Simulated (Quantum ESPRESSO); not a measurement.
# MoS2 (P6_3/mmc) in Quantum ESPRESSO: further runs, part 2 of 2

Quantum ESPRESSO 7.5.

### Step 3. Phonons, PBEsol

The input, pw.in:

```
&CONTROL
  calculation = 'scf'
  prefix = 'pwscf'
  outdir = './tmp'
  pseudo_dir = './pseudo'
  tprnfor = .true.
  tstress = .true.
  disk_io = 'low'
/
&SYSTEM
  ibrav = 0
  celldm(1) = 8
  nat = 6
  ntyp = 2
  ecutwfc = 45
  ecutrho = 360
  nbnd = 36
  occupations = 'smearing'
  smearing = 'fd'
  degauss = 0.00367493
/
&ELECTRONS
  conv_thr = 1.2d-09
  electron_maxstep = 120
  mixing_beta = 0.5
/
ATOMIC_SPECIES
Mo    95.9500 mo_pbesol_v1.uspp.F.UPF
S     32.0600 s_pbesol_v1.4.uspp.F.UPF
CELL_PARAMETERS alat
  0.7485677611174   0.0000000000000   0.0000000000000
 -0.3742838805587   0.6482786975834   0.0000000000000
  0.0000000000000   0.0000000000000   2.9111230949860
ATOMIC_POSITIONS crystal
Mo     0.6666666667    0.3333333333    0.7500000000
Mo     0.3333333333    0.6666666667    0.2500000000
S      0.6666666667    0.3333333333    0.3770000000
S      0.3333333333    0.6666666667    0.8770000000
S      0.6666666667    0.3333333333    0.1230000000
S      0.3333333333    0.6666666667    0.6230000000
K_POINTS automatic
8 8 2 0 0 1
```

The input, relax.in:

```
&CONTROL
  calculation = 'vc-relax'
  prefix = 'pwscf'
  outdir = './tmp'
  pseudo_dir = './pseudo'
  tprnfor = .true.
  tstress = .true.
  disk_io = 'low'
  nstep = 40
  forc_conv_thr = 0.0001
  etot_conv_thr = 1d-06
/
&SYSTEM
  ibrav = 0
  celldm(1) = 8
  nat = 6
  ntyp = 2
  ecutwfc = 45
  ecutrho = 360
  nbnd = 36
  occupations = 'smearing'
  smearing = 'fd'
  degauss = 0.00367493
/
&ELECTRONS
  conv_thr = 1.2d-09
  electron_maxstep = 120
  mixing_beta = 0.5
/
&IONS
  ion_dynamics = 'bfgs'
/
&CELL
  cell_dynamics = 'bfgs'
  press = 0
  press_conv_thr = 0.2
/
ATOMIC_SPECIES
Mo    95.9500 mo_pbesol_v1.uspp.F.UPF
S     32.0600 s_pbesol_v1.4.uspp.F.UPF
CELL_PARAMETERS alat
  0.7485677611184   0.0000000000000   0.0000000000000
 -0.3742838805592   0.6482786975825   0.0000000000000
  0.0000000000000   0.0000000000000   2.9111230949860
ATOMIC_POSITIONS crystal
Mo     0.6666666666    0.3333333332    0.7500000000
Mo     0.3333333332    0.6666666666    0.2500000000
S      0.6666666666    0.3333333332    0.3770000000
S      0.3333333332    0.6666666666    0.8770000000
S      0.6666666666    0.3333333332    0.1230000000
S      0.3333333332    0.6666666666    0.6230000000
K_POINTS automatic
8 8 2 0 0 1
```

The input, gamma.in:

```
&CONTROL
  calculation = 'bands'
  prefix = 'pwscf'
  outdir = './tmp'
  pseudo_dir = './pseudo'
  disk_io = 'low'
  verbosity = 'high'
/
&SYSTEM
  ibrav = 0
  celldm(1) = 8
  nat = 6
  ntyp = 2
  ecutwfc = 45
  ecutrho = 360
  nbnd = 36
  occupations = 'smearing'
  smearing = 'fd'
  degauss = 0.00367493
/
&ELECTRONS
  conv_thr = 1d-08
  electron_maxstep = 120
  mixing_beta = 0.5
  diago_full_acc = .true.
  startingwfc = 'random'
/
ATOMIC_SPECIES
Mo    95.9500 mo_pbesol_v1.uspp.F.UPF
S     32.0600 s_pbesol_v1.4.uspp.F.UPF
CELL_PARAMETERS alat
  0.7414012100093   0.0000000000000   0.0000000000000
 -0.3707006050046   0.6420722822646   0.0000000000000
  0.0000000000000   0.0000000000000   2.9518371892083
ATOMIC_POSITIONS crystal
Mo     0.6666666665    0.3333333331    0.7500000000
Mo     0.3333333331    0.6666666665    0.2500000000
S      0.6666666665    0.3333333331    0.3747510158
S      0.3333333331    0.6666666665    0.8747510158
S      0.6666666665    0.3333333331    0.1252489842
S      0.3333333331    0.6666666665    0.6252489842
K_POINTS crystal
1
0.0 0.0 0.0 1
```

The input, scf2.in:

```
&CONTROL
  calculation = 'scf'
  prefix = 'pwscf'
  outdir = './tmp'
  pseudo_dir = './pseudo'
  tprnfor = .true.
  tstress = .true.
  disk_io = 'low'
/
&SYSTEM
  ibrav = 0
  celldm(1) = 8
  nat = 6
  ntyp = 2
  ecutwfc = 45
  ecutrho = 360
  nbnd = 36
  occupations = 'fixed'
/
&ELECTRONS
  conv_thr = 1d-13
  electron_maxstep = 120
  mixing_beta = 0.5
  startingpot = 'file'
/
ATOMIC_SPECIES
Mo    95.9500 mo_pbesol_v1.uspp.F.UPF
S     32.0600 s_pbesol_v1.4.uspp.F.UPF
CELL_PARAMETERS alat
  0.7414012100093   0.0000000000000   0.0000000000000
 -0.3707006050046   0.6420722822646   0.0000000000000
  0.0000000000000   0.0000000000000   2.9518371892083
ATOMIC_POSITIONS crystal
Mo     0.6666666665    0.3333333331    0.7500000000
Mo     0.3333333331    0.6666666665    0.2500000000
S      0.6666666665    0.3333333331    0.3747510158
S      0.3333333331    0.6666666665    0.8747510158
S      0.6666666665    0.3333333331    0.1252489842
S      0.3333333331    0.6666666665    0.6252489842
K_POINTS automatic
8 8 2 0 0 1
```

The input, ph.in:

```
phonons of MoS2
&INPUTPH
  prefix = 'pwscf'
  outdir = './tmp'
  tr2_ph = 1d-18
  fildyn = 'dyn'
  niter_ph = 90
  alpha_mix(1) = 0.7
  epsil = True
/
0.0000000000 0.0000000000 0.0000000000
```

The input, dynmat.in:

```
&INPUT
  fildyn = 'dyn'
  asr = 'crystal'
  lperm = .true.
  filout = 'dynmat.disp'
  fileig = 'dynmat.eig'
/
```

The input, dynmat_lo.in:

```
&INPUT
  fildyn = 'dyn'
  asr = 'crystal'
  filout = 'dynmat_lo.disp'
  fileig = 'dynmat_lo.eig'
  q(1) = 0
  q(2) = 0
  q(3) = 1
/
```

Potentials or basis: GBRV 1.5 PBEsol.

The run is started by

```
$ OMP_NUM_THREADS=1 mpirun -n 4 pw.x -nk 2 -in pw.in > pw.out
$ OMP_NUM_THREADS=1 mpirun -n 4 pw.x -nk 2 -in relax.in > relax.out
$ OMP_NUM_THREADS=1 mpirun -n 4 pw.x -in gamma.in > gamma.out
$ OMP_NUM_THREADS=1 mpirun -n 4 pw.x -nk 2 -in scf2.in > scf2.out
$ OMP_NUM_THREADS=1 mpirun -n 4 ph.x -nk 2 -in ph.in > ph.out
$ OMP_NUM_THREADS=1 mpirun -n 1 dynmat.x -in dynmat.in > dynmat.out
$ OMP_NUM_THREADS=1 mpirun -n 1 dynmat.x -in dynmat_lo.in > dynmat_lo.out
```

pw.out:

```text
This program is part of the open-source Quantum ESPRESSO suite
     for quantum simulation of materials; please cite
         "P. Giannozzi et al., J. Phys.:Condens. Matter 21 395502 (2009);
         "P. Giannozzi et al., J. Phys.:Condens. Matter 29 465901 (2017);
         "P. Giannozzi et al., J. Chem. Phys. 152 154105 (2020);
     in publications or presentations arising from this work. More details at

     Message from routine setup:
     using ibrav=0 with symmetry is DISCOURAGED, use correct ibrav instead

     K-points division:     npool     =       2
     Subspace diagonalization in iterative solution of the eigenvalue problem:
     a serial algorithm will be used

     --------------------
     sticks:   dense  smooth     PW     G-vecs:    dense   smooth      PW
     Min         444     219     69                41640    14719    2418
     Max         445     220     70                41649    14726    2419
     Sum         889     439    139                83289    29445    4837

     Using Slab Decomposition

     bravais-lattice index     =            0
     lattice parameter (alat)  =       8.0000  a.u.
     unit-cell volume          =     723.3082 (a.u.)^3
     number of atoms/cell      =            6
     number of atomic types    =            2
     number of electrons       =        52.00
     number of Kohn-Sham states=           36
     kinetic-energy cutoff     =      45.0000  Ry
     charge density cutoff     =     360.0000  Ry
     scf convergence threshold =      1.2E-09
     mixing beta               =       0.5000
     number of iterations used =            8  plain     mixing
     Exchange-correlation= SLA  PW   PSX  PSC
                           (   1   4  10   8   0   0   0)

     celldm(1)=   8.000000  celldm(2)=   0.000000  celldm(3)=   0.000000
     celldm(4)=   0.000000  celldm(5)=   0.000000  celldm(6)=   0.000000

     crystal axes: (cart. coord. in units of alat)
               a(1) = (   0.748568   0.000000   0.000000 )
               a(2) = (  -0.374284   0.648279   0.000000 )
               a(3) = (   0.000000   0.000000   2.911123 )

     reciprocal axes: (cart. coord. in units 2 pi/alat)
               b(1) = (  1.335884  0.771273 -0.000000 )
               b(2) = (  0.000000  1.542546  0.000000 )
               b(3) = (  0.000000 -0.000000  0.343510 )

     PseudoPot. # 1 for Mo read from file:
     mo_pbesol_v1.uspp.F.UPF
     Pseudo is Ultrasoft + core correction, Zval = 14.0
     Generated by new atomic code, or converted to UPF format
     Using radial grid of  889 points,  6 beta functions with:
                l(1) =   0
                l(2) =   0
                l(3) =   1
                l(4) =   1
                l(5) =   2
                l(6) =   2
     Q(r) pseudized with  6 coefficients,  rinner =    1.000   1.000   1.000
                                                       1.000   1.000

     PseudoPot. # 2 for S  read from file:
     s_pbesol_v1.4.uspp.F.UPF
     Pseudo is Ultrasoft + core correction, Zval =  6.0
     Generated by new atomic code, or converted to UPF format
     Using radial grid of  907 points,  6 beta functions with:
                l(1) =   0
                l(2) =   0
                l(3) =   1
                l(4) =   1
                l(5) =   2
                l(6) =   2
     Q(r) pseudized with  8 coefficients,  rinner =    1.300   1.300   1.300
                                                       1.300   1.300

     atomic species   valence    mass     pseudopotential
     Mo               14.00    95.95000     Mo( 1.00)
     S                 6.00    32.06000     S ( 1.00)

     24 Sym. Ops., with inversion, found (12 have fractional translation)

   Cartesian axes

     site n.     atom                  positions (alat units)
         1        Mo     tau(   1) = (   0.3742839   0.2160929   2.1833423  )
         2        Mo     tau(   2) = (  -0.0000000   0.4321858   0.7277808  )
         3        S      tau(   3) = (   0.3742839   0.2160929   1.0974934  )
         4        S      tau(   4) = (  -0.0000000   0.4321858   2.5530550  )
         5        S      tau(   5) = (   0.3742839   0.2160929   0.3580681  )
         6        S      tau(   6) = (  -0.0000000   0.4321858   1.8136297  )

     number of k points=    10  Fermi-Dirac smearing, width (Ry)=  0.0037
                       cart. coord. in units 2pi/alat
        k(    1) = (   0.0000000   0.0000000   0.0858775), wk =   0.0312500
        k(    2) = (   0.0000000   0.1928183   0.0858775), wk =   0.1875000
        k(    3) = (   0.0000000   0.3856366   0.0858775), wk =   0.1875000
        k(    4) = (   0.0000000   0.5784549   0.0858775), wk =   0.1875000
        k(    5) = (   0.0000000  -0.7712732   0.0858775), wk =   0.0937500
        k(    6) = (   0.1669856   0.2892275   0.0858775), wk =   0.1875000
        k(    7) = (   0.1669856   0.4820458   0.0858775), wk =   0.3750000
        k(    8) = (   0.1669856   0.6748641   0.0858775), wk =   0.3750000
        k(    9) = (   0.3339711   0.5784549   0.0858775), wk =   0.1875000
        k(   10) = (   0.3339711   0.7712732   0.0858775), wk =   0.1875000

     Dense  grid:    83289 G-vectors     FFT dimensions: (  40,  40, 144)

     Smooth grid:    29445 G-vectors     FFT dimensions: (  25,  25, 100)

     Initial potential from superposition of free atoms

     starting charge      51.9979, renormalised to      52.0000
     Starting wfcs are   42 randomized atomic wfcs

     Self-consistent Calculation

     iteration #  1     ecut=    45.00 Ry     beta= 0.50
     Davidson diagonalization with overlap
     ethr =  1.00E-02,  avg # of iterations =  4.2

     Threshold (ethr) on eigenvalues was too large:
     Diagonalizing with lowered threshold

     Davidson diagonalization with overlap
     ethr =  3.44E-04,  avg # of iterations =  2.9

     total energy              =    -375.09452322 Ry
     estimated scf accuracy    <       0.21221945 Ry

     iteration #  2     ecut=    45.00 Ry     beta= 0.50
     Davidson diagonalization with overlap
     ethr =  4.08E-04,  avg # of iterations =  2.8
[... 50 lines left out ...]
     total energy              =    -375.14997675 Ry
     estimated scf accuracy    <          1.6E-09 Ry

     iteration # 10     ecut=    45.00 Ry     beta= 0.50
     Davidson diagonalization with overlap
     ethr =  3.02E-12,  avg # of iterations =  5.0

     End of self-consistent calculation

          k = 0.0000 0.0000 0.0859 (  3692 PWs)   bands (ev):

   -50.5495 -50.5495 -24.7252 -24.7251 -24.4956 -24.4956 -24.4956 -24.4956
    -4.0225  -3.8327  -2.7527  -2.4367   4.1082   4.8309   7.6182   7.6182
     7.6274   7.6274   7.6612   8.7260   8.7260   8.7590   8.7590   9.0429
    10.2630  10.8365  12.9938  12.9938  13.0108  13.0108  13.2054  13.2054
    13.3270  13.3270  16.3499  16.4481

          k = 0.0000 0.1928 0.0859 (  3710 PWs)   bands (ev):
[... 17 lines left out ...]
   -50.5154 -50.5154 -24.8312 -24.8312 -24.6574 -24.6574 -24.5731 -24.5731
    -2.4112  -2.2898  -2.0091  -1.8734   4.5660   4.8041   5.5236   5.6881
     6.1156   6.5264   7.2089   7.2640   8.2694   8.5751   9.0021   9.1075
     9.1864   9.3729  12.4111  12.4961  12.5226  12.9145  13.6355  14.2281
    14.2976  14.5685  16.9177  17.4665

          k = 0.0000-0.7713 0.0859 (  3688 PWs)   bands (ev):

   -50.5095 -50.5095 -24.8871 -24.8871 -24.6457 -24.6457 -24.5863 -24.5862
    -2.0249  -1.9548  -1.8385  -1.7766   4.2362   4.4576   5.2086   5.3357
     5.9197   6.3623   7.0245   7.0813   8.1967   8.3766   9.2037   9.3464
     9.4940   9.5854  12.4989  12.5315  12.9278  13.1208  13.7899  14.3890
    14.4223  14.7012  16.1606  16.4853

          k = 0.1670 0.2892 0.0859 (  3704 PWs)   bands (ev):

   -50.5337 -50.5337 -24.6938 -24.6938 -24.6473 -24.6473 -24.5383 -24.5383
    -3.3582  -3.1819  -2.4421  -2.1896   4.7528   5.3782   6.4923   6.5323
     6.8214   7.2762   7.4976   7.6410   8.1962   8.2179   9.1164   9.4397
     9.7299   9.7414  12.0900  12.4700  12.6486  12.7241  13.0026  13.0180
    13.9526  14.1336  18.6032  18.8561
[... 27 lines left out ...]
   -50.5053 -50.5053 -24.8198 -24.8198 -24.7059 -24.7059 -24.6375 -24.6375
    -1.7737  -1.7409  -1.6871  -1.6569   4.7841   4.8817   5.1073   5.2271
     6.1282   6.3325   6.7432   6.9655   7.1358   7.3849   8.0684   8.3528
    10.0005  10.1271  12.0987  12.1311  12.9347  13.5227  13.5733  13.7077
    14.8020  15.1445  16.9130  17.4347

     the Fermi energy is    11.3245 ev

!    total energy              =    -375.14997675 Ry
     estimated scf accuracy    <          6.4E-10 Ry
     smearing contrib. (-TS)   =      -0.00000016 Ry
     internal energy E=F+TS    =    -375.14997659 Ry

     The total energy is F=E-TS. E is the sum of the following terms:
     one-electron contribution =    -171.21213757 Ry
     hartree contribution      =     107.72700087 Ry
     xc contribution           =     -71.96985214 Ry
     ewald contribution        =    -239.69498775 Ry

     convergence has been achieved in  10 iterations

     Forces acting on atoms (cartesian axes, Ry/au):

     atom    1 type  1   force =     0.00000000    0.00000000    0.00000000
     atom    2 type  1   force =    -0.00000000   -0.00000000    0.00000000
     atom    3 type  2   force =     0.00000000    0.00000000   -0.01277812
     atom    4 type  2   force =     0.00000000    0.00000000   -0.01277812
     atom    5 type  2   force =     0.00000000   -0.00000000    0.01277812
     atom    6 type  2   force =     0.00000000    0.00000000    0.01277812

     Total force =     0.025556     Total SCF correction =     0.000072

     Computing stress (Cartesian axis) and pressure

          total   stress  (Ry/bohr**3)                   (kbar)     P=      -32.80
  -0.00024361  -0.00000000   0.00000000          -35.84       -0.00        0.00
  -0.00000000  -0.00024361   0.00000000           -0.00      -35.84        0.00
   0.00000000   0.00000000  -0.00018177            0.00        0.00      -26.74

=------------------------------------------------------------------------------=
   JOB DONE.
=------------------------------------------------------------------------------=
```

It took 7.9 min on 4 MPI ranks of Intel Xeon 6975P-C (Granite Rapids), shared host; peak memory 0.56 GiB.

What came out:

| Quantity | Value |
| --- | --- |
| Free energy | -5104.2039 eV |
| Relaxed volume | 17.77 Å³/atom |
| Relaxed cell | a = 3.139 Å, b = 3.139 Å, c = 12.496 Å, α = 90.00°, β = 90.00°, γ = 120.00° |
| Space group after relaxing (to 0.05 Å) | P6_3/mmc (No. 194) |
| Pressure after relaxing | 0.0 GPa |
| Electronic dielectric tensor (diagonal) | 14.92, 14.92, 6.18 |
| Born charges (mean of the diagonal) | Mo -0.96; S +0.48 e |
| Highest phonon frequency at Γ, LO-TO splitting left out | 471 cm⁻¹ |
| Static dielectric tensor (diagonal) | 15.12, 15.12, 6.22 |

The path:
```tsv
step	energy change (eV)	largest force (eV/Å)	pressure (GPa)	volume (Å³)
1	0.0000	0.3285	-3.28	107.18
2	-0.0239	0.0545	-0.12	105.40
3	-0.0259	0.0272	0.01	105.24
4	-0.0270	0.0062	0.05	105.15
5	-0.0273	0.0294	0.08	105.12
6	-0.0274	0.0335	0.09	105.16
7	-0.0276	0.0355	0.08	105.25
8	-0.0280	0.0346	0.08	105.41
9	-0.0284	0.0299	0.06	105.68
10	-0.0289	0.0183	0.04	106.11
11	-0.0291	0.0036	0.01	106.57
12	-0.0291	0.0014	0.00	106.61
```

Final structure:
```
Mo S
1.0
     3.13866    0.00000    0.00000
    -1.56933    2.71816    0.00000
     0.00000    0.00000   12.49636
Mo S
2 4
Cartesian
  1.5693 0.9061 9.3723
  0.0000 1.8121 3.1241
  1.5693 0.9061 4.6830
  0.0000 1.8121 10.9312
  1.5693 0.9061 1.5652
  0.0000 1.8121 7.8133
```

Levels at points of the mesh, in eV from the valence-band top:
| k point | band 24 | band 25 | band 26 | band 27 | band 28 | band 29 |
| --- | --- | --- | --- | --- | --- | --- |
| (0.00, 0.00, 0.25) | -1.83 | -0.61 | 0.00 | 2.33 | 2.33 | 2.35 |

Phonon frequencies in cm⁻¹ (negative: imaginary):
| q point | frequencies |
| --- | --- |
| (0.000, 0.000, 0.000) | -3 1 1 27 27 38 285 285 287 287 385 385 385 385 406 407 469 471 |

Electronic dielectric tensor:
```
14.92  0.00  0.00
 0.00 14.92  0.00
 0.00  0.00  6.18
```

Born effective charge tensors (e):
atom 1, Mo
```
-1.12  0.00  0.00
 0.00 -1.12  0.00
 0.00  0.00 -0.65
```
atom 2, Mo
```
-1.12  0.00  0.00
 0.00 -1.12  0.00
 0.00  0.00 -0.65
```
atom 3, S
```
0.56 0.00 0.00
0.00 0.56 0.00
0.00 0.00 0.33
```
atom 4, S
```
0.56 0.00 0.00
0.00 0.56 0.00
0.00 0.00 0.33
```
atom 5, S
```
0.56 0.00 0.00
0.00 0.56 0.00
0.00 0.00 0.33
```
atom 6, S
```
0.56 0.00 0.00
0.00 0.56 0.00
0.00 0.00 0.33
```

Optical modes at Γ, degenerate ones joined, polar ones without the macroscopic field:
| cm⁻¹ | components | symmetry | active in | IR intensity, summed ((D/Å)²/amu) |
| --- | --- | --- | --- | --- |
| 27 | 2 | E2g | Raman | 0.00 |
| 38 | 1 | B1g | silent | 0.00 |
| 285 | 2 | E2u | silent | 0.00 |
| 287 | 2 | E1g | Raman | 0.00 |
| 385 | 2 | E2g | Raman | 0.00 |
| 385 | 2 | E1u | IR | 3.00 |
| 406 | 1 | B2u | silent | 0.00 |
| 407 | 1 | A1g | Raman | 0.00 |
| 468 | 1 | A2u | IR | 0.51 |
| 471 | 1 | B1g | silent | 0.00 |

Zone-centre frequencies without and with the macroscopic field along z (cm⁻¹):
```csv
,optical modes in rising order
without,27 27 38 285 285 287 287 385 385 385 385 406 407 468 471
with the field,27 27 38 285 285 287 287 385 385 385 385 406 407 470 471
```

Static dielectric tensor, electrons and zone-centre modes:
```
15.12  0.00  0.00
 0.00 15.12  0.00
 0.00  0.00  6.22
```

Caveat: the mesh is thin for the dielectric tensor, Born charges and intensities, which usually come out too large; the layers were relaxed without a dispersion term, so their spacing and the soft interlayer modes are unreliable; this functional lacks dispersion, which binds the layers, so the pressure and a relaxed spacing across them are unreliable.
